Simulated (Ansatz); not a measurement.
A one-shot G0W0 calculation of a 2-atom cell of MgTe (F-43m) from a materials database with the PAW code Ansatz, at the level G0W0@PBE with 322 empty bands, a screening cutoff of 150 eV and a 4×4×4 mesh. The cell was relaxed with r2SCAN and then strained, so it isn't that functional's minimum.

The input:
```yaml
crystal:
  lattice:
    - [0.0, 3.3828133334, 3.3828133334]
    - [3.3828133334, 0.0, 3.3828133334]
    - [3.3828133334, 3.3828133334, 0.0]
  atoms:
    - { symbol: Mg, position: [0.0, 0.0, 0.0] }
    - { symbol: Te, position: [0.75, 0.75, 0.75] }
kpoints:
  mp_grid: { grid: [4, 4, 4] }
hamiltonian:
  xc: pbe
scf:
  occupations: { method: fixed }
gw:
  n_empty_bands: 322
  ecut_chi: 150
  qp_bands: [v2, c2]
  qp_kpoints: band_edges
  screening: { model: contour_deformation }
```

Command: `ansatz run input.yaml --threads 4 --pin off --max-ram 5529MiB --backend cpu --events-out ev --progress --plain --runs-dir out`.

Problem. It ran on 4 threads of Arm Neoverse V2, on a shared host. About how long did it take, and what peak of host memory did it reach?

Solution. About 52 s, with a peak of 1.4 GiB.

Main lines of the log:
```
Pseudopotential: Mg, paw, valence charge 10, recommended cutoff 420 eV (normal)
Pseudopotential: Te, paw, valence charge 16, recommended cutoff 420 eV (normal)
Functional definition: PBE
Crystal: 2 atoms, lattice volume = 77.422 Å³
Basis set: ecut = 420 eV, 1459 PW (Γ)
Bands: 17, of which v1, the nominal top of the filled ones, is band 13 counted from 1 (12 counted from 0)
Symmetry: 24 space group operations
Space group: F-43m (ITA 216)
k-points: 8 of 64 (time reversal used)
SCF iter   1: HF=-8905.412019 eV  Δρ=5.63e-4  dr2=3.42e-4
preconditioner: auto → none  [insulator: Δε(μ)=1.826 eV  ℏωp=11.9 eV]
SCF iter   2: HF=-8905.410603 eV  Δρ=2.73e-4  dr2=8.36e-5
SCF iter   3: HF=-8905.410643 eV  Δρ=1.18e-4  dr2=2.43e-5
SCF iter   4: HF=-8905.410638 eV  Δρ=4.40e-5  dr2=1.63e-6
SCF iter   5: HF=-8905.410644 eV  Δρ=3.75e-6  dr2=1.07e-8
SCF iter   6: HF=-8905.410644 eV  Δρ=1.37e-6  dr2=2.36e-9
SCF 1 converged in 6 iterations: F = -8905.410644 eV  dr2 = 2.36e-9
Free energy (F): -8905.410644 eV
Fermi energy:    3.104753 eV
--- G₀W₀: contour deformation, 7 samples at zero and on the imaginary axis and 2 off it, 64 q-points, 322 empty bands' worth ---
    ik  band        ε_KS         Σx   Σc(E_QP)       V_xc       Z   E_QP_lin       E_QP  E_QP is
     0    12      3.1048   -15.4107     1.3573   -13.1172  0.7491     2.1457     2.1685  root
     0    13      3.1048   -15.4107     1.3573   -13.1172  0.7491     2.1457     2.1685  root
     0    14      4.9466    -6.5277    -3.4104   -10.1022  0.7807     5.1111     5.1106  root
     0    15      8.3623    -4.7094    -3.9370    -8.8978  0.7551     8.6155     8.6138  root
     1    12      2.9164   -15.2674     1.4211   -12.9003  0.7469     1.9465     1.9705  root
     1    13      2.9164   -15.2674     1.4211   -12.9003  0.7469     1.9465     1.9705  root
     1    14      6.0792    -6.3935    -3.5617   -10.1588  0.7728     6.2836     6.2828  root
     1    15      8.6833    -4.5520    -4.0157    -8.8009  0.7506     8.9180     8.9164  root
     2    12      2.7543   -15.2004     1.4929   -12.7504  0.7447     1.7719     1.7972  root
     2    13      2.7543   -15.2004     1.4929   -12.7504  0.7447     1.7719     1.7972  root
     2    14      5.9772    -5.7062    -3.5173    -9.4249  0.7753     6.1794     6.1786  root
     2    15      8.5185    -4.1613    -3.8957    -8.2541  0.7578     8.7167     8.7157  root
     3    12      2.5548   -14.8993     1.5456   -12.3892  0.7426     1.5638     1.5903  root
     3    13      2.5548   -14.8993     1.5456   -12.3892  0.7426     1.5638     1.5903  root
     3    14      6.8027    -6.7303    -3.6747   -10.6130  0.7662     7.0117     7.0108  root
     3    15      7.0559    -4.2528    -3.5972    -7.9826  0.7721     7.1888     7.1885  root
     4    12      1.8943   -14.2472     1.7520   -11.5148  0.7338     0.8826     0.9138  root
     4    13      2.4117   -14.8701     1.6142   -12.2816  0.7404     1.4096     1.4374  root
     4    14      6.7159    -4.8363    -3.5540    -8.5317  0.7734     6.8576     6.8572  root
     4    15      7.9959    -5.7221    -3.8795    -9.7916  0.7561     8.1868     8.1858  root
     5    12      1.8371   -14.1957     1.7846   -11.4266  0.7326     0.8205     0.8526  root
     5    13      2.7368   -15.1400     1.4834   -12.7016  0.7447     1.7565     1.7817  root
     5    14      7.0476    -5.9291    -3.7842    -9.9643  0.7645     7.2999     7.2985  root
     5    15      8.4834    -4.7880    -3.9094    -8.7708  0.7541     8.5570     8.5568  root
     6    12      2.1309   -14.7070     1.7378   -11.9790  0.7361     1.1102     1.1407  root
     6    13      2.1309   -14.7070     1.7378   -11.9790  0.7361     1.1102     1.1407  root
     6    14      6.1141    -3.6385    -3.3273    -6.9764  0.7832     6.1246     6.1246  root
     6    15      6.5337    -5.2231    -3.4880    -8.9002  0.7738     6.7234     6.7227  root
```

The points are ik 0 = (0, 0, 0) (Γ), ik 1 = (0, 0, 1/4), ik 2 = (0, 0, -1/2) (L), ik 3 = (0, 1/4, 1/4), ik 4 = (0, 1/4, -1/2), ik 5 = (0, 1/4, -1/4), ik 6 = (0, -1/2, -1/2) (X); band 13 is the last filled one.

G0W0 moves the gap on the mesh from 1.84 eV (PBE) to 2.94 eV (direct at Γ). Renormalisation factors Z lie between 0.73 and 0.78. G0W0 here is at a finite number of bands, screening cutoff and k mesh, not at the basis limit.

No spin polarisation and no zero-point or thermal motion.

Spin-orbit coupling is left out, which matters wherever the heavy atoms make up the band edges.
